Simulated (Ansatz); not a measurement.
## ZnO (rocksalt) under strain

Rocksalt ZnO, relaxed with r2SCAN in Ansatz 0.2.0. Space group Fm-3m (No. 225), cubic; conventional cell a = 4.268 Å, 9.72 Å³ an atom. Zn has 6 O at 2.13 Å; O has 6 Zn at 2.13 Å.

The axes x, y and z are those of this cell:
```
CELL_PARAMETERS angstrom
0.00000 2.13377 2.13377
2.13377 0.00000 2.13377
2.13377 2.13377 0.00000
ATOMIC_POSITIONS crystal
Zn 0.00000 0.00000 0.00000
O 0.50000 0.50000 0.50000
```

Unstrained: PBE gives an indirect gap of 0.950 eV, from L to Γ; the least direct gap is 2.350 eV at Γ. With r2SCAN the valence top lies at L and the conduction bottom at Γ, 1.567 eV higher; the smallest vertical gap, at Γ, is 3.005 eV. The HSE06 gap is indirect, 2.739 eV (L to Γ), below the direct gap of 3.959 eV at Γ. Meshes: PBE 10×10×10, r2SCAN 10×10×10, HSE06 8×8×8. Strains are changes of length per length. After each strain the atoms were relaxed again with r2SCAN within the symmetry that the strain leaves, so tilts or polar shifts that break it weren't tested; points keep the names that they have in the unstrained zone. Simulation only: spin-unpolarised, and no claim that this is the phase found in nature.

Changes of the least gap in eV (an overlap counts as a negative gap):

| strain | volume change (%) | space group | PBE | r2SCAN | HSE06 | energy rise, r2SCAN (meV/atom) |
| --- | --- | --- | --- | --- | --- | --- |
| uniaxial +1.63 % along x | +1.6 | I4/mmm | -0.120 | -0.126 | -0.142 | 2.0 |
| uniaxial -2.49 % along [111] | -2.5 | R-3m | +0.101 | +0.110 | +0.131 | 6.1 |
| uniaxial +5.34 % along z | +5.3 | I4/mmm | -0.356 | -0.380 | -0.428 | 18.4 |

Uniaxial +1.63 % along x, other directions held. HSE06: the gap goes from 2.739 to 2.597 eV (-0.142 eV). Stress change with r2SCAN, compression positive: xx -3.87, yy -2.47, zz -2.47 GPa.

Uniaxial -2.49 % along [111], other directions held. HSE06: the gap goes from 2.739 to 2.870 eV (+0.131 eV). Stress change with r2SCAN, compression positive: xx +5.11, yy +5.11, zz +5.11, xy +1.56, xz +1.56, yz +1.56 GPa.

Uniaxial +5.34 % along z, other directions held. HSE06: the gap goes from 2.739 to 2.311 eV (-0.428 eV). Stress change with r2SCAN, compression positive: xx -7.30, yy -7.30, zz -10.21 GPa.

The meshes of the hybrids are coarse, so their gaps aren't converged to the digits shown.
